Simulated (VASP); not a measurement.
# BAs (F-43m) in VASP: notebook

One crystal, BAs, is run at these levels: r2SCAN, r2SCANh, PBE, RPBE; tasks: single point, relaxation of cell and atoms.

Program: VASP 6.6.1. These are calculated values, not measurements. Logs are shortened: lines on timing, memory, paths and dates and some standing lists are left out, and cuts for length are marked.

## Step 1: The crystal as given

Symmetry: F-43m, No. 216, cubic system. The conventional cell has a = 4.777 Å, b = 4.777 Å, c = 4.777 Å, α = 90.00°, β = 90.00°, γ = 90.00°. Around As (site symmetry -43m) lie 4 B at 2.07 Å. B (site symmetry -43m) has 4 As at 2.07 Å as nearest neighbours.

## Step 2: Single point, r2SCAN

File INCAR:

```
ALGO     = Normal         # electronic algorithm
EDIFF    = 1E-6           # SCF threshold, eV
ENCUT    = 520            # plane-wave cutoff, eV
ISIF     = 2              # what is computed and relaxed
ISMEAR   = -1             # smearing method
LASPH    = True           # aspherical terms in the spheres
LCHARG   = False          # write CHGCAR
LMIXTAU  = True         
LREAL    = False          # projectors in reciprocal space
LWAVE    = False          # write WAVECAR
METAGGA  = R2SCAN         # meta-GGA
NELM     = 100            # most SCF steps
PREC     = Accurate       # precision mode
SIGMA    = 0.05           # smearing width, eV
```

File KPOINTS:

```
k-points
0
Gamma
  10 10 10
```

File POSCAR:

```
BAs
1.0
    0.0000000000      2.3885000000      2.3885000000
    2.3885000000      0.0000000000      2.3885000000
    2.3885000000      2.3885000000      0.0000000000
As B
1 1
Direct
    0.7500000000      0.7500000000      0.7500000000
    0.0000000000      0.0000000000      0.0000000000
```

Potentials or basis: VASP PAW PBE potentials, release 64 (As, B).

The run is started by

```bash
cat potpaw_PBE.64/As/POTCAR potpaw_PBE.64/B/POTCAR > POTCAR
mpirun -np 1 vasp_std > vasp.out
```

OUTCAR:

```text
EDIFF = 1E-6
   ENCUT = 520
   ISIF = 2
   ISMEAR = -1
   LASPH = True
   LREAL = False
   METAGGA = R2SCAN
   NELM = 100
   PREC = Accurate

 ion  position               nearest neighbor table
   1  0.750  0.750  0.750-   2 2.07   2 2.07   2 2.07   2 2.07
   2  0.000  0.000  0.000-   1 2.07   1 2.07   1 2.07   1 2.07

  LATTYP: Found a face centered cubic cell.
 ALAT       =     4.7770000000

  Lattice vectors:

 A1 = (   0.0000000000,   2.3885000000,   2.3885000000)
 A2 = (   2.3885000000,   0.0000000000,   2.3885000000)
 A3 = (   2.3885000000,   2.3885000000,   0.0000000000)

Analysis of symmetry for initial positions (statically):
=====================================================================
 Subroutine PRICEL returns:
 Original cell was already a primitive cell.

 Routine SETGRP: Setting up the symmetry group for a
 face centered cubic supercell.

 Subroutine GETGRP returns: Found 24 space group operations
 (whereof 24 operations were pure point group operations)
 out of a pool of 48 trial point group operations.

The static configuration has the point symmetry T_d .

Analysis of symmetry for dynamics (positions and initial velocities):
=====================================================================
 Subroutine PRICEL returns:
 Original cell was already a primitive cell.

 Routine SETGRP: Setting up the symmetry group for a
 face centered cubic supercell.

 Subroutine GETGRP returns: Found 24 space group operations
 (whereof 24 operations were pure point group operations)
 out of a pool of 48 trial point group operations.

The dynamic configuration has the point symmetry T_d .

 Subroutine INISYM returns: Found 24 space group operations
 (whereof 24 operations are pure point group operations),
 and found     1 'primitive' translations

----------------------------------------------------------------------------------------

                                     Primitive cell

  volume of cell :      27.2525

  direct lattice vectors                    reciprocal lattice vectors
     0.000000000  2.388500000  2.388500000    -0.209336404  0.209336404  0.209336404
     2.388500000  0.000000000  2.388500000     0.209336404 -0.209336404  0.209336404
     2.388500000  2.388500000  0.000000000     0.209336404  0.209336404 -0.209336404

  length of vectors
     3.377849094  3.377849094  3.377849094     0.362581287  0.362581287  0.362581287

[... 79 lines left out ...]
   NELM   =    100;   NELMIN=  2; NELMDL= -5     # of ELM steps
   EDIFF  = 0.1E-05   stopping-criterion for ELM
   LREAL  =      F    real-space projection
   EDIFFG = 0.1E-04   stopping-criterion for IOM
   NSW    =      0    number of steps for IOM
   IBRION =     -1    ionic relax: 0-MD 1-quasi-New 2-CG
   NFREE  =      0    steps in history (QN), initial steepest desc. (CG)
   ISIF   =      2    stress and relaxation
   ISYM   =      2    0-nonsym 1-usesym 2-fastsym
   POTIM  = 0.5000    time-step for ionic-motion
   TEBEG  =    0.0;   TEEND  =   0.0 temperature during run
   PSTRESS=    0.0 pullay stress
   NELECT =       8.0000    total number of electrons
   NUPDOWN=      -1.0000    fix difference up-down
   EMIN   =  10.00;   EMAX   =-10.00  energy-range for DOS
   EFERMI =   0.00;   METHOD = LEGACY
   ISMEAR =    -1;   SIGMA  =   0.05  broadening in eV -4-tet -1-fermi 0-gaus
   EFERMI_NEDOS =   21; number of points for ismear=-14 and -15
   IALGO  =     38    algorithm
   IMIX   =      4    mixing-type and parameters
     AMIX     =   0.40;   BMIX     =  1.00
     AMIX_MAG =   1.60;   BMIX_MAG =  1.00
  volume/ion in A,a.u.               =      13.63        91.95
  Fermi-wavevector in a.u.,A,eV,Ry     =   1.088018  2.056057 16.106360  1.183784
  Thomas-Fermi vector in A             =   2.224191
   LORBIT       =      0    0 simple, 1 ext, 2 COOP (PROOUT), +10 PAW based schemes
   METAGGA = R2SCAN    functional components
   LHFCALC =     F    Hartree Fock is set to
   AEXX    =    0.0000 exact exchange contribution
   IVDW    =     0    specifies the selected vdW correction
   LEPSILON=     F    determine dielectric tensor
   LRPA    =     F    only Hartree local field effects (RPA)
 non-spin polarized calculation
  energy-cutoff  :      520.00
  volume of cell :       27.25
 maximum number of plane-waves:       754
 NGX is ok and might be reduce to    28
   NGX = 13   NGY = 13   NGZ = 13

 number of electron       8.0000000 magnetization

 Free energy of the ion-electron system (eV)
  ---------------------------------------------------
  ext. energy  EPLUGINS =         0.00000000
  ---------------------------------------------------
  free energy    TOTEN  =       -22.25566325 eV

  energy without entropy =      -22.25566324  energy(sigma->0) =      -22.25566324

 E-fermi :   6.6912     XC(G=0): -11.1336

 val. band max:        6.0237897044   @ k =   0.0000   0.0000   0.0000
 cond. band min:       7.3937125557   @ k =   0.4000   0.4000   0.0000
 fundamental gap:      1.3699228512
 Fermi energy:         6.6912146815

 k-point     1 :       0.0000    0.0000    0.0000
  band No.  band energies     occupation
      1     -10.1346      2.00000
      2       6.0238      2.00000
      3       6.0238      2.00000
      4       6.0238      2.00000
      5       9.4693      0.00000
      6       9.4693      0.00000
      7       9.4693      0.00000
      8      11.1762      0.00000
[... 243 lines left out ...]
 k-point    24 :       0.4000    0.3000    0.0000
  band No.  band energies     occupation
      1      -7.3468      2.00000
      2      -0.8064      2.00000
      3       1.8393      2.00000
      4       2.3384      2.00000
      5       7.9297      0.00000
      6       9.7338      0.00000
      7      15.4400      0.00000
      8      15.6691      0.00000

 [... further k-points ...]
[... 5 lines left out ...]
  --------------------------------------------------------------------------------------
  -------------------------------------------------------------------------------------
  Total        0.1447481      0.1447481      0.1447481      0.0000000     -0.0000000     -0.0000000
  in kB        8.5097669      8.5097669      8.5097669      0.0000000     -0.0000000     -0.0000000
  external PRESSURE =       8.5097669 kB  Pullay stress =       0.0000000 kB

 VOLUME and BASIS-vectors are now :
 -----------------------------------------------------------------------------
  energy-cutoff  :      520.00
  volume of cell :       27.25
      direct lattice vectors                 reciprocal lattice vectors
     0.000000000  2.388500000  2.388500000    -0.209336404  0.209336404  0.209336404
     2.388500000  0.000000000  2.388500000     0.209336404 -0.209336404  0.209336404
     2.388500000  2.388500000  0.000000000     0.209336404  0.209336404 -0.209336404

 POSITION                                       TOTAL-FORCE (eV/Angst)
 -----------------------------------------------------------------------------------
      3.58275      3.58275      3.58275        -0.000000     -0.000000     -0.000000
      0.00000      0.00000      0.00000         0.000000      0.000000      0.000000
 -----------------------------------------------------------------------------------
    total drift:                                0.000000      0.000000      0.000000

  FREE ENERGIE OF THE ION-ELECTRON SYSTEM (eV)
  ---------------------------------------------------
  free  energy   TOTEN  =       -22.2556632518 eV

  energy  without entropy=      -22.2556632375  energy(sigma->0) =      -22.25566324
```

Wall time 83 s (1 thread of Intel Xeon Platinum 8559C (Emerald Rapids), shared host); peak memory 0.16 GiB.

What came out:

```
Free energy            : -22.2557 eV
Pressure               : 0.9 GPa
Band gap on the k mesh : 1.37 eV, indirect (least direct gap 3.45 eV)
```

Levels at points of the mesh, in eV from the valence-band top:
| k point | band 1 | band 2 | band 3 | band 4 | band 5 | band 6 | band 7 | band 8 |
| --- | --- | --- | --- | --- | --- | --- | --- | --- |
| (0.00, 0.00, 0.00) | -16.16 | 0.00 | 0.00 | 0.00 | 3.45 | 3.45 | 3.45 | 5.15 |
| (0.50, 0.00, 0.00) | -13.13 | -9.24 | -1.94 | -1.94 | 2.97 | 5.06 | 5.06 | 9.58 |
| (0.50, 0.50, 0.00) | -11.70 | -9.06 | -4.31 | -4.31 | 1.61 | 1.69 | 12.16 | 12.16 |

Caveat: the PAW data sets were made with another functional, which shifts forces and pressure a little. r2SCAN opens gaps a little over a GGA but as a rule still falls short of measured ones.

## Step 3: Relaxation of cell and atoms, r2SCANh

POSCAR is that of step 2.

File INCAR.step1:

```
SYSTEM = BAs
PREC = Accurate ; ENCUT = 600
EDIFF = 1E-5 ; ISMEAR = 0
SIGMA = 0.05 ; LREAL = .False.
LASPH = .True. ; NELM = 60
ALGO = Normal ; LWAVE = .True.
LCHARG = .False. ; GGA = PE
```

File INCAR.step2:

```
SYSTEM = BAs
PREC = Accurate ; ENCUT = 600
EDIFF = 1E-7 ; ISMEAR = 0
SIGMA = 0.05 ; LREAL = .False.
LASPH = .True. ; NELM = 60
ALGO = Normal ; ISIF = 3
LWAVE = .False. ; LCHARG = .False.
METAGGA = R2SCAN ; LHFCALC = .True.
AEXX = 0.1 ; LMIXTAU = .True.
PRECFOCK = Fast ; HFRCUT = -1
IBRION = 2 ; NSW = 40
EDIFFG = -0.01 ; ISTART = 1
```

File KPOINTS:

```
Automatic mesh
0
Gamma
  5 5 5
  0 0 0
```

Potentials or basis: VASP PAW PBE potentials, release 64 (As, B).

The run is started by

```bash
cat potpaw_PBE.64/As/POTCAR potpaw_PBE.64/B/POTCAR > POTCAR
cp INCAR.step1 INCAR
mpirun -np 1 vasp_std > vasp.out
cp INCAR.step2 INCAR
mpirun -np 1 vasp_std > vasp.out
```

It took 95 s on 1 thread of Intel Xeon Platinum 8559C (Emerald Rapids), shared host; peak memory 0.17 GiB.

The run converged. Its results:

* Free energy: -22.2548 eV
* Relaxed volume: 13.60 Å³/atom
* Relaxed cell: a = 3.376 Å, b = 3.376 Å, c = 3.376 Å, α = 60.00°, β = 60.00°, γ = 60.00°
* Space group after relaxing (to 0.05 Å): F-43m (No. 216)
* Energy gained by relaxing: 0.0 meV/atom
* Ionic steps: 2
* Pressure after relaxing: 0.1 GPa
* Band gap on the k mesh: 1.87 eV, indirect (least direct gap 4.01 eV)

Final structure:
```
As B
1.0
     0.00000    2.38709    2.38709
     2.38709    0.00000    2.38709
     2.38709    2.38709    0.00000
As B
1 1
Direct
  0.75000 0.75000 0.75000
  0.00000 0.00000 0.00000
```

Levels at points of the mesh, in eV from the valence-band top:
| k point | band 2 | band 3 | band 4 | band 5 | band 6 | band 7 |
| --- | --- | --- | --- | --- | --- | --- |
| (0.00, 0.00, 0.00) | 0.00 | 0.00 | 0.00 | 4.01 | 4.01 | 4.01 |

Caveat: the k mesh is coarse (spacing up to 0.46 Å⁻¹), so the values aren't converged, least of all with exact exchange; the PAW data sets were made with another functional, which shifts forces and pressure a little; an odd mesh through Γ misses points on the zone boundary, where band edges often lie.

## Step 4: Single point, PBE

File INCAR:

```
SYSTEM = BAs
ALGO = Normal ; EDIFF = 1E-6
ENCUT = 520 ; GGA = PE
ISIF = 2 ; ISMEAR = 0
LASPH = .TRUE. ; LCHARG = .FALSE.
LREAL = .FALSE. ; LWAVE = .FALSE.
NELM = 100 ; PREC = Accurate
SIGMA = 0.011
```

File KPOINTS:

```
k-points
0
G
  10 10 10
  0 0 0
```

POSCAR is that of step 3.

The run is started by

```bash
cat potpaw_PBE.64/As/POTCAR potpaw_PBE.64/B/POTCAR > POTCAR
mpirun -np 1 vasp_std > vasp.out
```

Wall time 12 s (1 thread of Intel Xeon Platinum 8375C at 2.90GHz (Ice Lake), shared host); peak memory 0.16 GiB.

Results (log left out):

| Property | Result |
| --- | --- |
| Free energy | -11.4064 eV |
| Pressure | 3.4 GPa |
| Band gap on the k mesh | 1.18 eV, indirect (least direct gap 3.28 eV) |

Levels at points of the mesh, in eV from the valence-band top:
| k point | band 1 | band 2 | band 3 | band 4 | band 5 | band 6 | band 7 | band 8 |
| --- | --- | --- | --- | --- | --- | --- | --- | --- |
| (0.00, 0.00, 0.00) | -15.40 | 0.00 | 0.00 | 0.00 | 3.28 | 3.28 | 3.28 | 4.69 |
| (0.50, 0.00, 0.00) | -12.53 | -8.79 | -1.82 | -1.82 | 2.69 | 4.78 | 4.78 | 8.86 |
| (0.50, 0.50, 0.00) | -11.21 | -8.53 | -4.08 | -4.08 | 1.43 | 1.44 | 11.37 | 11.37 |

## Step 5: Relaxation of cell and atoms, RPBE

File INCAR:

```
SYSTEM = BAs
  ALGO = Fast
  EDIFF = 1E-7
  EDIFFG = -0.01
  ENCUT = 600
  GGA = RP
  IBRION = 2
  ISIF = 3
  ISMEAR = -1
  LASPH = .True.
  LCHARG = .False.
  LREAL = .False.
  LWAVE = .False.
  NELM = 80
  NSW = 60
  PREC = Accurate
  SIGMA = 0.05
```

File KPOINTS:

```
k-points
0
Gamma
  10 10 10
  0 0 0
```

POSCAR is that of step 4.

The run is started by

```bash
cat potpaw_PBE.64/As/POTCAR potpaw_PBE.64/B/POTCAR > POTCAR
mpirun -np 1 vasp_std > vasp.out
```

It took 52 s on 1 thread of Intel Xeon Platinum 8375C at 2.90GHz (Ice Lake), shared host; peak memory 0.17 GiB.

It converged, with:

```
Free energy                            : -10.7501 eV
Relaxed volume                         : 14.23 Å³/atom
Relaxed cell                           : a = 3.427 Å, b = 3.427 Å, c = 3.427 Å, α = 60.00°, β = 60.00°, γ = 60.00°
Space group after relaxing (to 0.05 Å) : F-43m (No. 216)
Energy gained by relaxing              : 10.9 meV/atom
Ionic steps                            : 3
Pressure after relaxing                : 0.0 GPa
Band gap on the k mesh                 : 1.26 eV, indirect (least direct gap 3.22 eV)
```

The path:
| step | energy change (eV) | largest force (eV/Å) | pressure (GPa) | volume (Å³) |
| --- | --- | --- | --- | --- |
| 1 | 0.0000 | 0.0000 | 5.99 | 27.25 |
| 2 | -0.0126 | 0.0000 | -3.43 | 29.31 |
| 3 | -0.0219 | 0.0000 | 0.00 | 28.47 |

Final structure:
```yaml
crystal:
  lattice:
    - [0.00000, 2.42354, 2.42354]
    - [2.42354, 0.00000, 2.42354]
    - [2.42354, 2.42354, 0.00000]
  atoms:
    - { symbol: As, position: [0.75000, 0.75000, 0.75000] }
    - { symbol: B, position: [0.00000, 0.00000, 0.00000] }
```

Levels at points of the mesh, in eV from the valence-band top:
| k point | band 1 | band 2 | band 3 | band 4 | band 5 | band 6 | band 7 | band 8 |
| --- | --- | --- | --- | --- | --- | --- | --- | --- |
| (0.00, 0.00, 0.00) | -15.01 | 0.00 | 0.00 | 0.00 | 3.22 | 3.22 | 3.22 | 4.16 |
| (0.50, 0.00, 0.00) | -12.29 | -8.48 | -1.75 | -1.75 | 2.46 | 4.74 | 4.74 | 8.88 |
| (0.50, 0.50, 0.00) | -11.03 | -8.33 | -3.91 | -3.91 | 1.50 | 1.54 | 11.01 | 11.01 |

Caveat: the PAW data sets were made with another functional, which shifts forces and pressure a little.

## Step 6: The reference run

An earlier run on the cell as given: functional PBE; potentials or basis VASP PAW PBE potentials, release 64 (As, B); cutoff 520 eV; k mesh 10 × 10 × 10; occupations fermi-dirac, width 0.05 eV; no spin polarisation.

- Pressure: 3.4 GPa
- Band gap on the k mesh: 1.18 eV, indirect (least direct gap 3.28 eV)

## Step 7: Summary

```tsv
task	level	cell	k mesh	cutoff (eV)	smearing	grid for exact exchange (PRECFOCK)	exchange at q = 0	mesh quality	gap on the mesh (eV)	pressure (GPa)	relaxed volume (Å³/atom)
single point	r2SCAN	as given	10 × 10 × 10	520	fermi-dirac 0.05 eV	-	-	not flagged	1.37	0.9	-
relaxation of cell and atoms	r2SCANh	relaxed	5 × 5 × 5	600	gaussian 0.05 eV	Fast	truncated	coarse	1.87	0.1	13.60
single point	PBE	as given	10 × 10 × 10	520	gaussian 0.011 eV	-	-	not flagged	1.18	3.4	-
relaxation of cell and atoms	RPBE	relaxed	10 × 10 × 10	600	fermi-dirac 0.05 eV	-	-	not flagged	1.26	0.0	14.23
single point	PBE	as given	10 × 10 × 10	520	fermi-dirac 0.05 eV	-	-	not flagged	1.18	3.4	-
```

Alike in all rows: potentials or basis VASP PAW PBE potentials, release 64 (As, B); no spin polarisation.

Caveats: some runs use coarse meshes; the PAW data sets were made with another functional, which shifts forces and pressure a little (some runs); an odd mesh through Γ misses points on the zone boundary, where band edges often lie (some runs).

Total energies depend on the potentials used, so only differences within one code and one set of settings carry meaning.
